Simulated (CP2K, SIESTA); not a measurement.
A CP2K input for a self-consistent single point of GeO₂ (P4_2/mnm, 6 atoms in the cell) (DFT PBEsol, GPW, DZVP-MOLOPT-SR-GTH basis, GTH-PBE potentials (GTH_POTENTIALS)):

```
&GLOBAL
  PROJECT calc
  RUN_TYPE ENERGY_FORCE
  PRINT_LEVEL LOW
&END GLOBAL
&FORCE_EVAL
  METHOD Quickstep
  STRESS_TENSOR ANALYTICAL
  &DFT
    BASIS_SET_FILE_NAME BASIS_MOLOPT
    POTENTIAL_FILE_NAME GTH_POTENTIALS
    &QS
      METHOD GPW
      EPS_DEFAULT 1E-10
    &END QS
    &MGRID
      CUTOFF 450
      REL_CUTOFF 40
      NGRIDS 5
    &END MGRID
    &SCF
      SCF_GUESS ATOMIC
      EPS_SCF 1E-6
      MAX_SCF 100
      ADDED_MOS 6
      &DIAGONALIZATION
        ALGORITHM STANDARD
      &END DIAGONALIZATION
      &MIXING
        METHOD BROYDEN_MIXING
        ALPHA 0.4
        NBUFFER 8
      &END MIXING
      &SMEAR ON
        METHOD FERMI_DIRAC
        ELECTRONIC_TEMPERATURE [K] 580.23
      &END SMEAR
    &END SCF
    &KPOINTS
      SCHEME MONKHORST-PACK 7 7 10
      GAMMA_CENTERED T
    &END KPOINTS
    &XC
      &XC_FUNCTIONAL
        &PBE
          PARAMETRIZATION PBESOL
        &END PBE
      &END XC_FUNCTIONAL
    &END XC
    &PRINT
      &MO
        EIGENVALUES T
        OCCUPATION_NUMBERS T
        NDIGITS 8
        FILENAME mo
        &EACH
          QS_SCF 0
        &END EACH
        ADD_LAST NUMERIC
      &END MO
      &MULLIKEN OFF
      &END MULLIKEN
    &END PRINT
  &END DFT
  &SUBSYS
    &CELL
      A 4.38947500 0.00000000 0.00000000
      B 0.00000000 4.38947500 0.00000000
      C 0.00000000 0.00000000 2.86155200
      PERIODIC XYZ
    &END CELL
    &COORD
      SCALED
      Ge       0.50000000     0.50000000     0.50000000
      Ge       0.00000000     0.00000000     0.00000000
      O        0.69423000     0.69423000     0.00000000
      O        0.30577000     0.30577000     0.00000000
      O        0.80577000     0.19423000     0.50000000
      O        0.19423000     0.80577000     0.50000000
    &END COORD
    &KIND Ge
      BASIS_SET DZVP-MOLOPT-SR-GTH-q4
      POTENTIAL GTH-PBE-q4
    &END KIND
    &KIND O
      BASIS_SET DZVP-MOLOPT-SR-GTH-q6
      POTENTIAL GTH-PBE-q6
    &END KIND
  &END SUBSYS
  &PRINT
    &FORCES ON
    &END FORCES
    &STRESS_TENSOR ON
    &END STRESS_TENSOR
  &END PRINT
&END FORCE_EVAL
```

Problem. Write the same calculation as an input for SIESTA.

Solution. One input that does it (others would too):

```
# files in the folder: Ge.psml O.psml (PseudoDojo PBEsol standard)
SystemName  GeO2
SystemLabel geo2

NumberOfAtoms                6
NumberOfSpecies              2
%block ChemicalSpeciesLabel
  1 32 Ge
  2 8 O
%endblock ChemicalSpeciesLabel
LatticeConstant              4.389475 Ang
%block LatticeVectors
     1.000000000    0.000000000    0.000000000
     0.000000000    1.000000000    0.000000000
     0.000000000    0.000000000    0.651912131
%endblock LatticeVectors
AtomicCoordinatesFormat      Bohr
%block AtomicCoordinatesAndAtomicSpecies
     4.147452790    4.147452790    2.703774786  1
     0.000000000    0.000000000    0.000000000  1
     5.758572301    5.758572301    0.000000000  2
     2.536333279    2.536333279    0.000000000  2
     6.683786070    1.611119511    2.703774786  2
     1.611119511    6.683786070    2.703774786  2
%endblock AtomicCoordinatesAndAtomicSpecies

XC.functional                GGA
XC.authors                   PBEsol
PAO.BasisSize                DZP
PAO.EnergyShift              0.01 Ry
MeshCutoff                   350 Ry
%block kgrid.MonkhorstPack
    7   0   0  0.0
    0   7   0  0.0
    0   0  10  0.0
%endblock kgrid.MonkhorstPack
OccupationFunction           FD
ElectronicTemperature        0.05 eV

MaxSCFIterations             150
SCF.Mixer.Method             Broyden
SCF.Mixer.Weight             0.1
SCF.Mixer.History            6
SCF.DM.Tolerance             1.0E-04
Diag.ParallelOverK           true
WriteForces                  true
Charge.Mulliken              end
```

Basis settings and potentials, where a program has them, do not carry over. This input uses DFT, GGA PBEsol, numerical atomic orbitals DZP, PseudoDojo PBEsol standard norm-conserving potentials (rewritten from UPF to PSML).

The starting cell comes from a database of computed structures (which also holds hypothetical and non-ambient phases and stackings), without a prior relaxation at this level. Its lattice was rescaled by a random factor within 2.5 % of one.
